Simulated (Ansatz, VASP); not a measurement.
**Ru in VASP and in Ansatz**

The input INCAR:

```
  PREC = Accurate
  ENCUT = 520
  EDIFF = 1E-7
  ISMEAR = -1
  SIGMA = 0.1
  LREAL = False
  LASPH = True
  NELM = 100
  ALGO = Normal
  ISIF = 2
  LWAVE = False
  LCHARG = False
  GGA = PE
  NBANDS = 13
```

The input KPOINTS:

```
Automatic mesh
0
Gamma
  16 16 16
```

The input POSCAR:

```
Ru
1.0
   -1.5067680403      1.5067680403      1.5067680403
    1.5067680403     -1.5067680403      1.5067680403
    1.5067680403      1.5067680403     -1.5067680403
Ru
1
Direct
    0.0000000000      0.0000000000      0.0000000000
```

Input for Ansatz:

```yaml
crystal:
  lattice:
    - [-1.5067680403, 1.5067680403, 1.5067680403]
    - [1.5067680403, -1.5067680403, 1.5067680403]
    - [1.5067680403, 1.5067680403, -1.5067680403]
  atoms:
    - { symbol: Ru, position: [0.0, 0.0, 0.0] }
hamiltonian:
  xc: pbe
  pseudopotentials:
    kind: paw
    azcp:
      Ru: "pseudopotentials/Ru.paw.azcp"
basis:
  ecutwfc: 420
  fft_grid_basis: typed
kpoints:
  mp_grid: { grid: [16, 16, 16], shift: [0, 0, 0] }
magnetization:
  spin_polarized: false
scf:
  occupations: { method: fermi_dirac, width: 0.1 }
  lower_state_search: "off"
output:
  stress: true
```

Alike in both runs: task single point; functional PBE; k mesh 16 × 16 × 16; occupations fermi-dirac, width 0.1 eV; no spin polarisation.

```csv
,VASP,Ansatz
version,VASP 6.6.1,Ansatz 0.2.0
potentials or method,"VASP PAW PBE potentials, release 64 (Ru_pv)","plane waves (420 eV) with PAW, scalar-relativistic"
plane-wave cutoff (eV),520,420
valence electrons in the cell,14,16
```

|  | VASP | Ansatz | Ansatz less VASP |
| --- | --- | --- | --- |
| pressure (GPa) | 12.5 | 12.6 | +0.06 |

With one functional, cell and mesh, what is left measures potentials, basis and numerics. The two sets of potentials don't hold the same shells in valence.
